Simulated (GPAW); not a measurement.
# Ballistic transport through a Bi chain with one Ge atom in line, cheap and dear, part 2 of 2

Aim: T(E), conductance and thermopower of a Bi chain with one Ge atom in line, and what cheaper settings cost in accuracy.

GPAW 26.7.0; GPAW LCAO, PAW setups; Landauer transmission from Green's functions with principal layers (ASE), zero bias.

So far, transmission at the Fermi level (one spin): step 2 (double-zeta polarised basis, PBE, GPAW) 2.90; step 3 (basis szp(dzp), PBE, GPAW) 2.91; step 4 (basis sz(dzp), PBE, GPAW) 2.92; step 5 (revPBE) 2.90.

## 7. The levels side by side

The curves are compared point by point over the common energies.

This step: comparison of transmission and cost over codes and levels (GPAW 26.7.0).

Ladder, by row:

```
      step  code  T at the Fermi level (sum over the listed spins)  conductance (G0)  r.m.s. T(E) from the first  wall time (s)  peak memory (GiB)  threads
       dzp  GPAW                                             2.901               2.9                           0          49.43               0.87        1
       szp  GPAW                                             2.907             2.907                     0.01325           40.1               0.85        1
        sz  GPAW                                             2.921             2.921                      0.1408          31.35               0.81        1
dzp-revPBE  GPAW                                               2.9               2.9                    0.004534          46.07               0.87        1
```

Table of transmission, zone mean, sum over the listed spins by energy, zero at the Fermi level:

```
energy (eV)    dzp    szp     sz  dzp-revPBE
      -2.00  0.979  0.983  0.982       0.978
      -1.85  0.978  0.982  0.982       0.977
      -1.70  0.977  0.981  0.981       0.976
      -1.50  0.977  0.980   1.25       0.976
      -1.35   2.24   2.21   2.59        2.24
      -1.20   2.69   2.71   2.76        2.69
      -1.05   2.75   2.77   2.81        2.76
      -0.90   2.81   2.82   2.86        2.81
      -0.70   2.88   2.89   2.92        2.88
      -0.55   2.90   2.91   2.93        2.91
      -0.40   2.92   2.93   2.94        2.92
      -0.30   2.92   2.93   2.94        2.92
      -0.25   2.92   2.93   2.94        2.92
      -0.10   2.91   2.92   2.93        2.91
       0.00   2.90   2.91   2.92        2.90
       0.10   2.89   2.89   2.91        2.88
       0.25   2.85   2.86   2.88        2.85
       0.40   2.81   2.82   2.84        2.80
       0.55   2.74   2.76   2.79        2.74
       0.70   2.67   2.68   2.72        2.66
       0.90   2.55   2.55   2.60        2.55
       1.05   2.45   2.45   2.49        2.44
       1.20   2.33   2.33   2.36        2.33
       1.35   2.18   2.19   2.21        2.17
       1.50   1.96   1.98   1.99        1.95
       1.70   1.37   1.38   1.32        1.36
       1.85  0.987  0.987  0.986       0.986
       2.00  0.988  0.988  0.987       0.987
```

## 8. Grid spacing 0.22, functional BLYP, mixing 0.02

The real-space grid carries density and potential; a coarse one breaks translation symmetry along the lead and scatters electrons that should pass. The functional moves levels against the Fermi level. Mixing changes the road to self-consistency, not its end. The mixing history changes the road to self-consistency, not its end.

This step: GPAW LCAO, PAW setups; Landauer transmission from Green's functions with principal layers (ASE), zero bias (GPAW 26.7.0).

run.py reads:

```python
import json
import numpy as np
from ase import Atoms
from ase.transport.calculators import TransportCalculator
from gpaw import GPAW, FermiDirac
from gpaw.lcao.tools import get_lcao_hamiltonian
from scipy.linalg import eigh

# The junction with lead layers at both ends, along the third cell vector
device = Atoms(
    ['Bi', 'Bi', 'Bi', 'Bi', 'Ge', 'Bi', 'Bi', 'Bi', 'Bi'],
    positions=[
        [4.50000, 4.50000, 1.45000],
        [4.50000, 4.50000, 4.35000],
        [4.50000, 4.50000, 7.25000],
        [4.50000, 4.50000, 10.15000],
        [4.50000, 4.50000, 12.77410],
        [4.50000, 4.50000, 15.39820],
        [4.50000, 4.50000, 18.29820],
        [4.50000, 4.50000, 21.19820],
        [4.50000, 4.50000, 24.09820]],
    cell=[[9.0, 0.0, 0.0], [0.0, 9.0, 0.0], [0.0, 0.0, 25.5482]],
    pbc=True)

# One principal layer of the lead: the first 2 atoms of the device
lead = Atoms(
    ['Bi', 'Bi'],
    positions=[
        [4.50000, 4.50000, 1.45000],
        [4.50000, 4.50000, 4.35000]],
    cell=[[9.0, 0.0, 0.0], [0.0, 9.0, 0.0], [0.0, 0.0, 5.8]],
    pbc=True)

settings = dict(mode='lcao', basis='dzp', xc='BLYP', h=0.22,
                occupations=FermiDirac(0.1), maxiter=250,
                mixer=dict(beta=0.02, nmaxold=12, weight=100.0),
                convergence=dict(density=0.0001))
energies = np.arange(-2, 2 + 1e-9, 0.05)
eta = 0.0001
n1, n2 = 1, 1
# k and -k transmit alike, so half of the mesh across the current serves
mesh = [(i, j) for i in range(n1) for j in range(n2) if (i, j) <= (-i % n1, -j % n2)]
weights = np.array([1 if (i, j) == (-i % n1, -j % n2) else 2 for i, j in mesh]) / (n1 * n2)

# [... helper functions left out ...]
fermi_lead = ground_state(lead, (1, 1, 19), 'lead.txt')
fermi_device = ground_state(device, (1, 1, 3), 'device.txt')
# [... loop over the mesh left out, but for ...]
        # Shift the lead onto the potential of the device's first layer
        shift = ((H[:, 0, 0] - H0[:, 0, 0]) / S0[0, 0]).real.mean()
# [...]
kT = 8.617333e-5 * 300
bias = [0.1, 0.2, 0.5, 1.0, 1.5, 2.0]
# [... integrals and printing left out ...]
```

On the command line:

```sh
$ OMP_NUM_THREADS=1 OPENBLAS_NUM_THREADS=1 python run.py
```

Log:

```text
FileNotFoundError: Could not find required PAW dataset file "Bi.BLYP".
```

The job ended after 0.99 s (1 thread of Intel Xeon Platinum 8259CL at 2.50GHz (Skylake/Cascade Lake), shared host; peak memory 0.1 GiB).

The input was rejected at the start.

The program's message: “FileNotFoundError: Could not find required PAW dataset file "Bi.BLYP".”

## 9. Mixing 0.15

Mixing changes the road to self-consistency, not its end. The mixing history changes the road to self-consistency, not its end.

Changes to run.py since step 8:

```diff
@@ -33,5 +33,5 @@
 
-settings = dict(mode='lcao', basis='dzp', xc='BLYP', h=0.22,
+settings = dict(mode='lcao', basis='dzp', xc='PBE', h=0.2,
                 occupations=FermiDirac(0.1), maxiter=250,
-                mixer=dict(beta=0.02, nmaxold=12, weight=100.0),
+                mixer=dict(beta=0.15, nmaxold=3, weight=100.0),
                 convergence=dict(density=0.0001))
```

Log:

```text
basis functions: device 197, principal layer 46
Fermi level: lead -2.8498 eV, device -2.9179 eV; lead shifted by -0.0119 eV
largest coupling past the next layer 5.83e-06 eV, largest misfit of the first layer 0.039 eV
  E-E_F (eV)   T (one spin)  [channel counts left out]
    -2.000    9.7870e-01
    -1.950    9.7837e-01
    -1.900    9.7806e-01
    -1.850    9.7779e-01
    -1.800    9.7754e-01
    -1.750    9.7732e-01
    -1.700    9.7712e-01
    -1.650    9.7695e-01
    -1.600    9.7680e-01
    -1.550    9.7667e-01
    -1.500    9.7655e-01
    -1.450    9.7646e-01
    -1.400    1.6740e+00
    -1.350    2.2418e+00
    -1.300    2.5116e+00
    -1.250    2.6292e+00
[...]
1.650    1.5740e+00
     1.700    1.3728e+00
     1.750    1.1089e+00
     1.800    9.8652e-01
     1.850    9.8694e-01
     1.900    9.8737e-01
     1.950    9.8781e-01
     2.000    9.8824e-01
conductance at 300 K: 2.899 G0 a cell; thermopower 0.3219 uV/K
current from the zero-bias T(E) at 0.1 V: 22.46 uA
current from the zero-bias T(E) at 0.2 V: 44.912 uA
current from the zero-bias T(E) at 0.5 V: 112.12 uA
current from the zero-bias T(E) at 1.0 V: 223.08 uA
current from the zero-bias T(E) at 1.5 V: 331.48 uA
current from the zero-bias T(E) at 2.0 V: 435.79 uA
```

Elapsed: 59 s, on 1 thread; peak memory 0.77 GiB.

Numbers from this step:

```
conductance                                    : 2.899 G₀
largest coupling past the next principal layer : 5.83e-6 eV
largest misfit of the first principal layer    : 0.03871 eV
shift that aligns the lead                     : -0.01192 eV
```

One spin. The transmission, zone mean by energy, zero at the Fermi level:

energy (eV), transmission, zone mean and a bar from the least value:
```
   -2.000       0.98 
   -1.800       0.98 
   -1.600       0.98 
   -1.400       1.67 ###########
   -1.200       2.68 ##########################
   -1.000       2.77 ############################
   -0.800       2.85 #############################
   -0.600       2.90 ##############################
   -0.400       2.92 ##############################
   -0.300       2.92 ##############################
   -0.200       2.92 ##############################
    0.000       2.90 ##############################
    0.200       2.86 #############################
    0.400       2.81 ############################
    0.600       2.72 ###########################
    0.800       2.61 #########################
    1.000       2.48 #######################
    1.200       2.33 #####################
    1.400       2.12 ##################
    1.600       1.73 ############
    1.800       0.99 
    2.000       0.99
```

Not self-consistent under bias; the bias window is split evenly. Table of current through one cell, from the zero-bias transmission by bias:

```
bias (V)  current through one cell, from the zero-bias transmission (μA)
   0.100                                                            22.5
   0.200                                                            44.9
   0.500                                                             112
   1.000                                                             223
   1.500                                                             331
   2.000                                                             436
```

Transmission of the three most open eigenchannels against energy, zero at the Fermi level:

```
energy (eV)  channel 1  channel 2  channel 3
      -2.00      0.979    9.6e-12          0
      -1.85      0.978    9.4e-12          0
      -1.70      0.977    9.2e-12          0
      -1.60      0.977    9.1e-12    2.3e-12
      -1.45      0.976     1.1e-6     1.1e-6
      -1.30      0.976      0.768      0.768
      -1.15      0.976      0.869      0.869
      -1.05      0.976      0.889      0.889
      -0.90      0.976      0.918      0.918
      -0.75      0.976      0.944      0.944
      -0.60      0.976      0.961      0.961
      -0.50      0.976      0.967      0.967
      -0.35      0.977      0.971      0.971
      -0.20      0.977      0.970      0.970
      -0.05      0.977      0.964      0.964
       0.00      0.977      0.961      0.961
       0.05      0.977      0.958      0.958
       0.20      0.977      0.944      0.944
       0.35      0.978      0.923      0.923
       0.50      0.978      0.894      0.894
       0.60      0.979      0.871      0.871
       0.75      0.979      0.831      0.831
       0.90      0.980      0.785      0.785
       1.05      0.981      0.734      0.734
       1.15      0.982      0.695      0.695
       1.30      0.983      0.626      0.626
       1.45      0.984      0.530      0.530
       1.60      0.985      0.373      0.373
       1.70      0.986      0.194      0.194
       1.85      0.987     4.0e-9     4.0e-9
       2.00      0.988    3.5e-10    3.5e-10
```

The conductance equals that of the dzp run to 0.2 %.

## 10. Summary of results

* conductance: 2.90 G₀
* transmission at the Fermi level, mean of the spins: 2.90
* thermopower: about 0 (under 1.5 μV/K)

In the dzp basis the junction conducts 2.90 G₀ at 300 K, with T = 2.90 a spin at the Fermi level; the sz basis reaches that conductance within 10 %. At the Fermi level the three most open eigenchannels pass 0.98, 0.96 and 0.96. Measured against the first run (dzp), the nearest curve is that of dzp-revPBE (r.m.s. 0.0045) and the farthest that of sz (0.14). Over the compared runs wall time goes from 31 s (sz) to 49 s (dzp), on a shared host. The geometry was built from estimated bond lengths and not relaxed, so the numbers describe this model structure. Spin-orbit coupling is left out, which matters for the heavy atoms here. An evenly spaced straight chain is an idealisation: free chains tend to dimerise, zigzag or, where a band edge lies near the Fermi level, turn magnetic. The currents use the zero-bias T(E) throughout, which holds only while the bias is small against the distance to the nearest feature. The energy step is wider than the thermal energy, so the conductance and thermopower rest on interpolation of T(E).

[Logs are printed without paths, hosts, clocks, repeated set-up lines and the standing remarks that a program may print on its own settings, such as how far it seeks lower states.]

[Hosts, paths, dates, database ids (printed as entryN), source tags and the programs' standing remarks are cut or masked in the printed files.]
